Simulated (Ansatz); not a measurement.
Wanted: the native input for an Ansatz 0.2.0 run.

```yaml
Task: single point
Functional: PBEsol
Potentials_or_basis: Ansatz PAW
Cutoff: "420 eV (not typed: the program's choice for these potentials)"
k_mesh: 7 × 7 × 7
Occupations: fermi-dirac, width 0.05 eV
Spin: collinear spin, ferromagnetic start
Starting_moments: "[1.5, 0.0, 0.0] μB"
Fixed_moment: 1.5 μB
```

Crystal: CoSi2.

```
CELL_PARAMETERS angstrom
0.00000 2.67800 2.67800
2.67800 0.00000 2.67800
2.67800 2.67800 0.00000
ATOMIC_POSITIONS crystal
Co 0.00000 0.00000 0.00000
Si 0.75000 0.75000 0.75000
Si 0.25000 0.25000 0.25000
```

These files were run (other wordings do the same):

input.yaml

```yaml
crystal:
  lattice:
    - [0.0, 2.678, 2.678]
    - [2.678, 0.0, 2.678]
    - [2.678, 2.678, 0.0]
  atoms:
    - { symbol: Co, position: [0.0, 0.0, 0.0], spin: 1.5 }
    - { symbol: Si, position: [0.75, 0.75, 0.75] }
    - { symbol: Si, position: [0.25, 0.25, 0.25] }
hamiltonian:
  xc: pbesol
  pseudopotentials: { kind: paw }
magnetization:
  spin_polarized: true
  initial_magnetization: 1.5
  spin_locking: { lock_magnetization: hard }
kpoints:
  mp_grid: { grid: [7, 7, 7] }
scf:
  occupations: { method: fermi_dirac, width: 0.05 }
  lower_state_search: "off"
output:
  forces: true
  stress: true
  eigenvalues: true
  write_density: true
  write_potential: true
  elf: true
  volumetric_format: npy
```

Potentials or basis: Ansatz PAW.

Run with:

```bash
$ ansatz run input.yaml --threads 2 --pin off --max-ram 5632MiB --backend cpu --events-out ev --progress --plain --runs-dir out
```

It gave:

| Item | Value |
| --- | --- |
| Pressure | 5.1 GPa |
| Net moment | 1.50 μB per cell |
| Absolute moment | 1.50 μB per cell |
| Site moments | Co +0.86; Si +0.14 μB |

Caveat: the total moment is fixed, so each spin has its own Fermi level; the PAW data sets come from PBE, with cores solved anew for the run's functional, which leaves a small shift of forces and pressure; the thresholds are loose for stress.

Wall time 1.8 s on 2 threads of AMD EPYC 7R13 Processor (Zen 3), on a shared host, peak memory 0.35 GiB.
